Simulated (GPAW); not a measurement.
# TiTe2 (P-3m1) in GPAW: single point with PBE

Aim: the single point of TiTe2 with PBE.

All numbers are computed with GPAW 26.7.0; they aren't measurements. Logs are shortened: lines on timing, memory, paths and dates and some standing lists are left out, and cuts for length are marked. The log counts tension as positive stress, the text compression.

**1. The structure**

The structure is trigonal, space group P-3m1 (No. 164). The conventional cell has a = 3.777 Å, b = 3.777 Å, c = 6.498 Å, α = 90.00°, β = 90.00°, γ = 120.00°. Te (site symmetry 3m) has 3 Ti at 2.77 Å as nearest neighbours. Ti (site symmetry -3m) has 6 Te at 2.77 Å as nearest neighbours.

**2. Single point, PBE**

run.py reads:

```python
from ase.dft.bandgap import bandgap
from ase.io import read, write
from ase.units import GPa
from gpaw import GPAW, PW

atoms = read('TiTe2.xyz')

calc = GPAW(mode=PW(500),
            xc='PBE',
            kpts={'size': (7, 7, 4), 'gamma': True},
            occupations={'name': 'fermi-dirac', 'width': 0.05},
            nbands=24,
            maxiter=120,
            txt='gpaw.txt')
atoms.calc = calc
energy = atoms.get_potential_energy()
forces = atoms.get_forces()
stress = atoms.get_stress()
calc.write('gs.gpw')
write('result.traj', atoms)
print(f'Energy: {energy:.6f} eV')
print('Forces (eV/A):')
print(forces.round(4))
print('Stress (GPa):', (stress / GPa).round(3))
print('Fermi level:', round(calc.get_fermi_level(), 4), 'eV')
print(f'Gap: {bandgap(calc)[0]:.4f} eV, direct: {bandgap(calc, direct=True)[0]:.4f} eV')
```

TiTe2.xyz reads:

```xyz
3
Lattice="3.7770000000 0.0000000000 0.0000000000 -1.8885000000 3.2709779501 0.0000000000 0.0000000000 0.0000000000 6.4980000000" Properties=species:S:1:pos:R:3 pbc="T T T"
Te    -0.0000000002      2.1806519668      4.7903256000
Te     1.8885000002      1.0903259833      1.7076744000
Ti     0.0000000000      0.0000000000      0.0000000000
```

Potentials or basis: GPAW PAW data sets (gpaw-data 1.2.1), pw.

Launch:

```console
$ OMP_NUM_THREADS=1 python run.py
```

gpaw.txt:

```text
__  _  _
 | _ |_)|_||  |
 |__||  | ||/\| - 26.7.0

Input parameters:
  mode=PW(ecut=500.0),
  kpts=MonkhorstPack(size=(7, 7, 4), gamma=True),
  maxiter=120,
  nbands=24,
  occupations=Occupations(name='fermi-dirac', width=0.05),
  xc=XC(name='PBE')

Diagonalizing LCAO Hamiltonian
Converting LCAO to pw mode

        Te

            Te

       Ti

Atoms  # Å, Bohr magnetons
|   | symbol |         x |        y |        z |    initial magnetic moments |
|---|--------|-----------|----------|----------|-----------------------------|
| 0 |     Te | -0.000000 | 2.180652 | 4.790326 | ( 0.0000,  0.0000,  0.0000) |
| 1 |     Te |  1.888500 | 1.090326 | 1.707674 | ( 0.0000,  0.0000,  0.0000) |
| 2 |     Ti |  0.000000 | 0.000000 | 0.000000 | ( 0.0000,  0.0000,  0.0000) |

Unit cell  # Å
| periodic |         x |        y |        z |  lengths |     angles |
|----------|-----------|----------|----------|----------|------------|
|      yes |  3.777000 | 0.000000 | 0.000000 | 3.777000 |  90.000000 |
|      yes | -1.888500 | 3.270978 | 0.000000 | 3.777000 |  90.000000 |
|      yes |  0.000000 | 0.000000 | 6.498000 | 6.498000 | 120.000000 |

Number of symmetries: 12
Symmetry operations  # r_c * U_cc + t_c -> r_c
|    | kind |            matrix            |
|----|------|------------------------------|
|  0 |  σ   |  1, 1, 0,  0,-1, 0,  0, 0, 1 |
|  1 |  S6  |  1, 1, 0, -1, 0, 0,  0, 0,-1 |
|  2 |  E   |  1, 0, 0,  0, 1, 0,  0, 0, 1 |
|  3 |  C2  |  1, 0, 0, -1,-1, 0,  0, 0,-1 |
|  4 |  C2  |  0, 1, 0,  1, 0, 0,  0, 0,-1 |
|  5 |  C3  |  0, 1, 0, -1,-1, 0,  0, 0, 1 |
|  6 |  S6  |  0,-1, 0,  1, 1, 0,  0, 0,-1 |
|  7 |  σ   |  0,-1, 0, -1, 0, 0,  0, 0, 1 |
|  8 |  σ   | -1, 0, 0,  1, 1, 0,  0, 0, 1 |
|  9 |  i   | -1, 0, 0,  0,-1, 0,  0, 0,-1 |
| 10 |  C3  | -1,-1, 0,  1, 0, 0,  0, 0, 1 |
| 11 |  C2  | -1,-1, 0,  0, 1, 0,  0, 0,-1 |

BZ-sampling:
  Number of BZ points: 196
  Number of IBZ points: 28

  Monkhorst-Pack size: [7, 7, 4]
  Monkhorst-Pack shift: [0.0, 0.0, 0.125]

K-points  # in reciprocal-cell coordinates
|     |                                coordinates |     weight |
|-----|--------------------------------------------|------------|
|   0 | (  0.00000000,   0.00000000,   0.00000000) | 0.00510204 |
|   1 | (  0.00000000,   0.00000000,   0.25000000) | 0.01020408 |
|   2 | (  0.00000000,   0.00000000,   0.50000000) | 0.00510204 |
|   3 | (  0.14285714,   0.00000000,  -0.25000000) | 0.03061224 |
|   4 | (  0.14285714,   0.00000000,   0.00000000) | 0.03061224 |
|   5 | (  0.14285714,   0.00000000,   0.25000000) | 0.03061224 |
|   6 | (  0.14285714,   0.00000000,   0.50000000) | 0.03061224 |
|   7 | (  0.28571429,  -0.14285714,   0.00000000) | 0.03061224 |
|   8 | (  0.28571429,  -0.14285714,   0.25000000) | 0.06122449 |
|   9 | (  0.28571429,  -0.14285714,   0.50000000) | 0.03061224 |
| ... |                                            |            |
|  27 | (  0.42857143,   0.42857143,   0.50000000) | 0.03061224 |

Plane wave coefficients: 2054
Cutoff: 500.0 eV

Spin-components: 1 (collinear spins)
Bands:           24
Projectors:      16
Spin-degeneracy: 2
Datatype:        complex128

Parallelization:
  kpt:    1
  domain: 1
  band:   1

Density:
  Valence electrons: 24.0
  Components: 1
  Grid points: [20 20 35]
  Charge: 0.0  # |e|

Potential:
  Grid points: [20 20 35]

species:
  Te:
    name:    Tellurium
    Z:       52.0
    valence: 6
    core:    46
    charge:  0.0  # [|e|]
    compensation charges:
      type: gauss
      rc: 0.36  # [Å]
      lmax: 2
    cutoffs:
      filter: 2.09  # [Å]
      core: 3.17  # [Å]
    projectors
    | kind |    occ | energy [eV] | rcut [Å] |
    |------|--------|-------------|----------|
    |   5s |  2.000 |     -15.089 |    1.180 |
    |   5p |  4.000 |      -5.955 |    1.196 |
    |    s |        |      12.123 |    1.180 |
    |    p |        |      21.256 |    1.196 |
    |    d |        |       0.000 |    1.238 |

    Using partial waves for Te as LCAO basis

  Ti:
    name:    Titanium
    Z:       22.0
    valence: 12
    core:    10
    charge:  0.0  # [|e|]
    compensation charges:
      type: gauss
      rc: 0.38  # [Å]
      lmax: 2
    cutoffs:
      filter: 2.23  # [Å]
      core: 1.02  # [Å]
    projectors
    | kind |    occ | energy [eV] | rcut [Å] |
    |------|--------|-------------|----------|
    |   3s |  2.000 |     -62.623 |    1.270 |
    |   4s |  2.000 |      -4.466 |    1.270 |
    |   3p |  6.000 |     -38.862 |    1.058 |
    |   4p |  0.000 |      -1.466 |    1.058 |
    |   3d |  2.000 |      -4.258 |    1.058 |
    |    d |        |      22.953 |    1.058 |

    Using partial waves for Ti as LCAO basis

Reference energy: -392805.381149  # eV

eigensolver:
  PPCG
  Converge bands: occupied
  niter=2

density mixing:
  MSR1-Mixer
  Pratt-step length: 0.05
  Maximum mixing coefficient: 0.75
  Old densities: 10
  SVD Regularization: 0.005
  Good broyden scale: 1.0
  Trust region scale: 1.0
  Backstep threshold: 4.0
  History deletion threshold: 6.0
  Fourier metric: weight=20.0, sigma=0.015

occupation numbers:
  Fermi-Dirac:
    width: 0.0500  # eV

poisson solver:
  ecut: 4000.0  # eV

xc functional:
  name: PBE with 2 nearest neighbor stencil

convergence criteria:
- Maximum [total energy] change in last 3 cyles: 0.0005 eV / valence electron
- Maximum integral of absolute [dens]ity change: 0.0001 electrons / valence electron
- Maximum integral of absolute [eigenst]ate change: 4e-08 eV^2 / valence electron
maximum number of iterations: 120

SCF iterations
|iter     | |      energy | eigst |  dens |
|---------|-|-------------|-------|-------|
|iter:   1| |  -15.336121 | -0.04 |       |
|iter:   2| |  -15.294977 | -2.35 | -1.23 |
|iter:   3| |  -15.487555 | -1.56 | -1.27 |
|iter:   4| |  -15.337369 | -2.04 | -1.19 |
|iter:   5| |  -15.158509 | -2.61 | -1.32 |
|iter:   6| |  -15.161628 | -3.22 | -1.94 |
|iter:   7| |  -15.160161c| -4.07 | -2.45 |
|iter:   8| |  -15.160145c| -4.99 | -3.08 |
|iter:   9| |  -15.160144c| -6.83 | -3.83 |
|iter:  10| |  -15.160144c| -8.09c| -4.48c|

Converged in 10 steps
Energy contributions relative to reference atoms: (reference = -392805.381149)

Energy contributions:
  Kinetic:          25.228077
  Coulomb:         -25.428033
  Zero:              0.272236
  External:          0.000000
  Xc:              -15.227085
  Entropy:          -0.010680
  Spinorbit:         0.000000
  ----------------------------
  Free energy:     -15.165484
  Extrapolated:    -15.160144

dipole moment: (-6.004099, -10.399404, -20.659060)  # |e|*Ang

Fermi level: 6.633
Eigenvalues  # (at kpt = [0.000, 0.000, 0.000])
| band index |      eig [eV] | occ [0-2] |
|------------|---------------|-----------|
|          0 |       -50.814 |     2.000 |
|          1 |       -27.075 |     2.000 |
|          2 |       -27.075 |     2.000 |
|          3 |       -27.042 |     2.000 |
|          4 |        -5.732 |     2.000 |
|          5 |        -4.229 |     2.000 |
[... 9 lines left out ...]
|         15 |         9.718 |     0.000 |
|         16 |         9.718 |     0.000 |
|        ... |               |           |
|         23 |        17.491 |     0.000 |

No gap
No difference between direct/indirect transitions

Forces  # eV/Ang
|        x |       y |        z |
|----------|---------|----------|
|  0.00000 | 0.00000 |  0.01310 |  # Te   0
| -0.00000 | 0.00000 | -0.01310 |  # Te   1
| -0.00000 | 0.00000 |  0.00000 |  # Ti   2

Stress tensor  # eV/Ang^3
|         x |         y |         z |
|-----------|-----------|-----------|
| -0.003143 | -0.000000 |  0.000000 |
|  0.000000 | -0.003143 |  0.000000 |
|  0.000000 |  0.000000 | -0.005050 |

# Writing to gs.gpw (mode='')
```

stdout:

```text
Energy: -15.160144 eV
Forces (eV/A):
[[ 0.      0.      0.0131]
 [-0.      0.     -0.0131]
 [-0.      0.      0.    ]]
Stress (GPa): [-0.504 -0.504 -0.809  0.     0.    -0.   ]
Fermi level: 6.6333 eV
Gap: 0.0000 eV, direct: 0.0000 eV
```

Wall time 15 s (1 thread of INTEL XEON PLATINUM 8581C at 2.30GHz (Emerald Rapids), shared host); peak memory 0.18 GiB.

Results:

```yaml
Free_energy: -15.1655 eV
Pressure: 0.6 GPa
Largest_force: 0.013 eV/Å
Band_gap_on_the_k_mesh: none (metal or under the smearing width)
```

Forces in eV/Å, atoms in the order of the input:
```
Te   0.000  0.000  0.013
Te   0.000  0.000 -0.013
Ti   0.000  0.000  0.000
```

Caveat: the cutoff is short for stress and forces, so pressures can be off by a GPa or more; this functional lacks dispersion, which binds the layers, so the pressure and a relaxed spacing across them are unreliable.
